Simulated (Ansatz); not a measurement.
Starting cell, LiI (rock salt):

```yaml
crystal:
  lattice:
    - [0.00000, 6.01904, 6.01904]
    - [3.00952, 0.00000, 3.00952]
    - [3.00952, 3.00952, 0.00000]
  atoms:
    - { symbol: I, position: [0.00000, 0.00000, 0.00000] }
    - { symbol: I, position: [0.50000, 0.00000, 0.00000] }
    - { symbol: Li, position: [0.25000, 0.50000, 0.50000] }
    - { symbol: Li, position: [0.75000, 0.50000, 0.50000] }
```

The atoms are displaced by Q × the pattern below (from a DFPT mode at L = (0.5, 0.0, 0.0), largest move 1; Q in Å), at fixed cell. It is one choice among 2 degenerate patterns. (q is in reciprocal vectors of the primitive cell; the cell shown is doubled to hold the pattern.)

```json
[
 {"atom": "I1", "x": "0.285", "y": "-0.520", "z": "0.805"},
 {"atom": "I2", "x": "-0.285", "y": "0.520", "z": "-0.805"}
]
```

Atoms not listed stay in place.

The numbers are results of PBE (plane waves to 420 eV, PAW, scalar-relativistic; Ansatz, a first-principles code), not measurements. k mesh 5×10×10 (Γ-centred), Fermi-Dirac smearing 0.05 eV. Energies are smeared free energies. LiI was relaxed with its symmetry unable to fall. Spin-orbit coupling is left out, though I is heavy. ΔE is measured from the undisplaced structure.

```
Q (Å)    ΔE (meV/cell)
-------  -------------
-0.2800           72.4
-0.2333           49.4
-0.1867       withheld
-0.1400           17.4
-0.0933            7.6
-0.0467            1.9
0.0000             0.0
0.0467             1.9
0.0933             7.6
0.1400            17.4
0.1867        withheld
0.2333            49.4
0.2800            72.4
```

Problem. Fit an even polynomial form (powers 2, 4) to the given rows and predict ΔE at Q = -0.1867.

Solution. Least squares on the 11 given rows: ΔE = (872.8)·Q² + (645.2)·Q⁴, in meV/cell with Q in Å; root-mean-square residual 0.03 meV/cell. At -0.1867 the fit gives 31.2 meV/cell; the calculation gives 31.2 meV/cell, the same to the digits shown. The quadratic term alone would give 30.4 meV/cell.

(A displaced cell: forces are minus the slopes of the energy, force constants its curvatures, and phonons follow from these.)
